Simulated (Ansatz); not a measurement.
# Nb in Ansatz: the effect of functional

Crystal: Nb.

```
Nb
1.0
    -1.67497    1.67497    1.67497
     1.67497   -1.67497    1.67497
     1.67497    1.67497   -1.67497
Nb
1
Direct
  0.00000 0.00000 0.00000
```

The cell isn't the ideal one: volume scaled by 1.02.

Alike in all runs:

```yaml
Program: Ansatz 0.2.0
Task: single point
Potentials_or_basis: Ansatz PAW
k_mesh: 11 × 11 × 11
Occupations: fermi-dirac, width 0.05 eV
Spin: no spin polarisation
```

```tsv
functional	cutoff	pressure (GPa)
LDA	420 eV (not typed: the program's choice for these potentials)	?
r2SCAN	500 eV (not typed: the program's choice for these potentials)	-6.4
PBE	420 eV (not typed: the program's choice for these potentials)	-5.2
```

What does the run with functional LDA give?

Pressure -14.4 GPa.

Caveats: the PAW data sets come from PBE, with cores solved anew for the run's functional, which leaves a small shift of forces and pressure (some runs).
